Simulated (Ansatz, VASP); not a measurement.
# MgGe2: VASP beside Ansatz

INCAR

```
ALGO = Normal
EDIFF = 1E-7
ENCUT = 520
GGA = PE
ISIF = 2
ISMEAR = 0
LASPH = True
LCHARG = False
LREAL = False
LWAVE = False
NBANDS = 39
NELM = 100
PREC = Accurate
SIGMA = 0.1
```

KPOINTS

```
k-points
0
Gamma
  4 4 4
```

Contents of POSCAR:

```
MgGe2
1.0
    0.0000000000      3.7842387100      3.7842387100
    3.7842387100      0.0000000000      3.7842387100
    3.7842387100      3.7842387100      0.0000000000
Mg Ge
2 4
Direct
    0.2500000000      0.2500000000      0.2500000000
    0.0000000000      0.0000000000      0.0000000000
    0.6250000000      0.6250000000      0.6250000000
    0.1250000000      0.6250000000      0.6250000000
    0.6250000000      0.1250000000      0.6250000000
    0.6250000000      0.6250000000      0.1250000000
```

Input for Ansatz:

```yaml
crystal:
  lattice:
    - [0.0, 3.78423871, 3.78423871]
    - [3.78423871, 0.0, 3.78423871]
    - [3.78423871, 3.78423871, 0.0]
  atoms:
    - { symbol: Mg, position: [0.25, 0.25, 0.25] }
    - { symbol: Mg, position: [0.0, 0.0, 0.0] }
    - { symbol: Ge, position: [0.625, 0.625, 0.625] }
    - { symbol: Ge, position: [0.125, 0.625, 0.625] }
    - { symbol: Ge, position: [0.625, 0.125, 0.625] }
    - { symbol: Ge, position: [0.625, 0.625, 0.125] }
basis:
  ecutwfc: 420
kpoints:
  mp_grid: { grid: [4, 4, 4] }
hamiltonian:
  xc: pbe
scf:
  occupations: { method: gaussian, width: 0.1 }
  lower_state_search: "off"
output:
  forces: true
  stress: true
  eigenvalues: true
```

Change from the starting cell: species swapped into the TmPt2 type (Fd-3m, No. 227).

Alike in both runs: task single point; functional PBE; k mesh 4 × 4 × 4; occupations gaussian, width 0.1 eV; no spin polarisation.

```csv
,VASP,Ansatz
version,VASP 6.6.1,Ansatz 0.2.0
potentials or method,"VASP PAW PBE potentials, release 64 (Mg, Ge_d)","scalar-relativistic, plane waves, PAW"
plane-wave cutoff (eV),520,420
valence electrons in the cell,60,76
```

```tsv
	VASP	Ansatz	Ansatz less VASP
gap on the k mesh at the Fermi level (eV)	none	none	-
pressure (GPa)	10.3	10.3	+0.06
```

A gap of «none» marks a metal or a gap that the smearing closes. With one functional, cell and mesh, what is left measures potentials, basis and numerics. The two sets of potentials don't hold the same shells in valence.
